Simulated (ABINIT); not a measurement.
Runs of ABINIT 10.8.3 (patched build) on CdO (Monteponite). The structure is cubic, space group Fm-3m (No. 225). Conventional cell: a = 4.699 Å, b = 4.699 Å, c = 4.699 Å, α = 90.00°, β = 90.00°, γ = 90.00°. Cd (site symmetry m-3m) has 6 O at 2.35 Å as nearest neighbours. O (site symmetry m-3m) is surrounded by 6 Cd at 2.35 Å. 

```csv
share of exact exchange,gap on the mesh (eV)
0.15,1.08
0.5,4.18
0.25,(a)
0.35,2.82
```

Alike in all rows: task single point; level PBE0; potentials or basis SPMS NC PBE v1.0; no spin polarisation; cell as given; k mesh 3 × 3 × 3; cutoff (eV) 952; smearing fermi-dirac 0.05 eV; the mesh is coarse, so values aren't converged.

Question: Estimate the missing entries.

Answer: (a) 1.94.

Caveats: all runs use coarse meshes; exact exchange is summed on a coarse mesh, which widens gaps by tenths of an eV; an odd mesh through Γ misses points on the zone boundary, where band edges often lie.

A k mesh can miss the band edges, and the runs leave out spin-orbit coupling on Cd.
